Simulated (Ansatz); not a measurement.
## Deforming HfB2

```yaml
crystal:
  lattice:
    - [3.14000, 0.00000, 0.00000]
    - [-1.57000, 2.71932, 0.00000]
    - [0.00000, 0.00000, 3.48000]
  atoms:
    - { symbol: Hf, position: [0.00000, 0.00000, 0.00000] }
    - { symbol: B, position: [0.33333, 0.66667, 0.50000] }
    - { symbol: B, position: [0.66667, 0.33333, 0.50000] }
```

Atoms are numbered in the order listed.

The cell is COD entry 1510711, as deposited and not checked against the literature; nothing was relaxed.

Spin–orbit coupling is left out, though it moves levels of the heavy atoms by tenths of an eV or more.

These are results of DFT, PBE, all-electron LAPW, scalar-relativistic (Ansatz 0.2.0), not measurements.

The runs use a Γ-centred 13×13×11 k mesh, Fermi–Dirac smearing of 0.05 eV, basis error target 0.5 meV/atom, no spin polarisation.

The unchanged cell is at 1.43 GPa.

In a metal, stresses and small energies carry noise from the k mesh.

x, y and z are the Cartesian axes of the cell as listed; fractional coordinates follow a strain, and an engineering shear is twice the off-diagonal strain component.

Problem. With this change (equal xy, yz and zx engineering shear strains of -3 %), what becomes of the energy and stress and forces?

Solution. Energy change +23 meV/atom; stress change (xx, yy, zz, yz, xz, xy) 0.77, 0.76, 1.00, 8.19, 8.21, 8.42 GPa, compression positive; change of the force on B2 (-0.050, 0.013, -0.018) eV/Å.

With equal xy, yz and zx engineering shear strains of -1 %: energy change +3 meV/atom; stress change (xx, yy, zz, yz, xz, xy) 0.08, 0.08, 0.11, 2.67, 2.67, 2.76 GPa, compression positive; change of the force on B2 (-0.014, 0.001, -0.002) eV/Å.

Problem. With this change (equal xy, yz and zx engineering shear strains of +2 %), what becomes of the energy and stress and forces?

Solution. Energy change +10 meV/atom; stress change (xx, yy, zz, yz, xz, xy) 0.33, 0.35, 0.42, -5.15, -5.16, -5.31 GPa, compression positive; change of the force on B2 (0.021, 0.006, -0.006) eV/Å.

With equal xy, yz and zx engineering shear strains of -2 %: energy change +10 meV/atom; stress change (xx, yy, zz, yz, xz, xy) 0.34, 0.34, 0.44, 5.40, 5.41, 5.56 GPa, compression positive; change of the force on B2 (-0.031, 0.006, -0.007) eV/Å.

Problem. With this change (equal xy, yz and zx engineering shear strains of +1 %), what becomes of the energy and stress and forces?

Solution. Energy change +2 meV/atom; stress change (xx, yy, zz, yz, xz, xy) 0.08, 0.09, 0.11, -2.61, -2.61, -2.69 GPa, compression positive; change of the force on B2 (0.012, 0.001, -0.002) eV/Å.

Problem. With this change (equal xy, yz and zx engineering shear strains of +3 %), what becomes of the energy and stress and forces?

Solution. Energy change +22 meV/atom; stress change (xx, yy, zz, yz, xz, xy) 0.74, 0.79, 0.92, -7.61, -7.63, -7.83 GPa, compression positive; change of the force on B2 (0.029, 0.014, -0.012) eV/Å.
